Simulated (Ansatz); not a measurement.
Moving the functional in Ba

The cell as given:

Symmetry: Fm-3m, No. 225, cubic system. The conventional cell has a = 6.465 Å, b = 6.465 Å, c = 6.465 Å, α = 90.00°, β = 90.00°, γ = 90.00°.

This isn't the form of Ba at room conditions, which is bcc.

Kept alike: task relaxation of cell and atoms; k mesh 7 × 7 × 7; occupations fermi-dirac, width 0.05 eV; no spin polarisation. Program: Ansatz, all-electron LAPW, scalar-relativistic. The mesh is that of the run's cell of 1 atom. No spin-orbit coupling.

| functional | volume (Å³/atom) |
| --- | --- |
| BLYP | 67.666 |
| PBEsol | 59.617 |

The relaxations keep at least the cell's symmetry (Fm-3m). For a metal such a mesh leaves the last digits unconverged. Relaxations stop with a little pressure left, so the last digits of a volume or edge aren't settled. Runs of this series that gave no sound value for these columns are left out.

Problem. What does the functional change here?

Solution. The volume runs from 59.617 (PBEsol) to 67.666 Å³/atom (BLYP).
